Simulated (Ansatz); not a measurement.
# NbN: the cost of one run

Program: Ansatz 0.2.0. Level of theory: DFT, LDA, plane-wave PAW, default files, scalar-relativistic, frozen cores. These are calculated values, not measurements.

## 1. The system as given

The structure is cubic, space group Fm-3m (No. 225). The conventional cell has a = 4.389 Å, b = 4.389 Å, c = 4.389 Å, α = 90.00°, β = 90.00°, γ = 90.00°. Nb (site symmetry m-3m) has 6 N at 2.19 Å as nearest neighbours. N (site symmetry m-3m) has 6 Nb at 2.19 Å as nearest neighbours.

As a file:

```cif
data_structure
_symmetry_space_group_name_H-M 'Fm-3m'
_symmetry_Int_Tables_number 225
_cell_length_a 4.3890
_cell_length_b 4.3890
_cell_length_c 4.3890
_cell_angle_alpha 90.000
_cell_angle_beta 90.000
_cell_angle_gamma 90.000
_cell_volume 84.55
loop_
_atom_site_label
_atom_site_type_symbol
_atom_site_symmetry_multiplicity
_atom_site_Wyckoff_symbol
_atom_site_fract_x
_atom_site_fract_y
_atom_site_fract_z
_atom_site_occupancy
Nb1 Nb 4 b 0.50000 0.00000 0.00000 1
N1 N 4 a 0.00000 0.00000 0.00000 1
```

The earlier run gave: no gap over 0.1 eV on the mesh, largest force 0.000 eV/Å, pressure 7.1 GPa.

Site by site (atoms counted from 1):

| site | atoms | first shell | V_zz (10²¹ V/m²) | η | C_Q (MHz) |
| --- | --- | --- | --- | --- | --- |
| Nb | 1 | 6 N at 2.19 Å | 0.00 | – | 0 (⁹³Nb) |
| N | 2 | 6 Nb at 2.19 Å | 0.00 | – | 0 (¹⁴N) |

C_Q = eQV_zz/h, which is 24.18 MHz for Q = 1 b and V_zz = 10²¹ V/m²; η = (V_xx − V_yy)/V_zz. Nuclear quadrupole moments: year-2017 set (Pyykkö).

## 2. Functional LDA at the relaxed positions

Contents of input.yaml:

```yaml
crystal:
  lattice:
    - [0.0, 2.1945, 2.1945]
    - [2.1945, 0.0, 2.1945]
    - [2.1945, 2.1945, 0.0]
  atoms:
    - { symbol: Nb, position: [0.5, 0.5, 0.5], spin: 2.0 }
    - { symbol: "N", position: [0.0, 0.0, 0.0] }
magnetization:
  spin_polarized: true
kpoints:
  mp_grid: { grid: [18, 18, 18] }
scf:
  occupations: { method: fermi_dirac, width: 0.05 }
hamiltonian:
  xc: lda
  pseudopotentials: { kind: paw, frozen_core: stored }
output:
  forces: true
  stress: true
  populations: true
  efg: { quadrupole_moments_barn: { Nb: -0.32, "N": 0.02044 } }
```

Started as:

```bash
> ansatz run input.yaml --threads 1 --pin off --max-ram 3072MiB --backend cpu --events-out ev --progress --plain --runs-dir out
```

What time and memory should one allow on 1 thread of Intel Xeon at 2.50GHz (Skylake/Cascade Lake), shared host?

About 25 s, with a peak of 0.45 GiB.
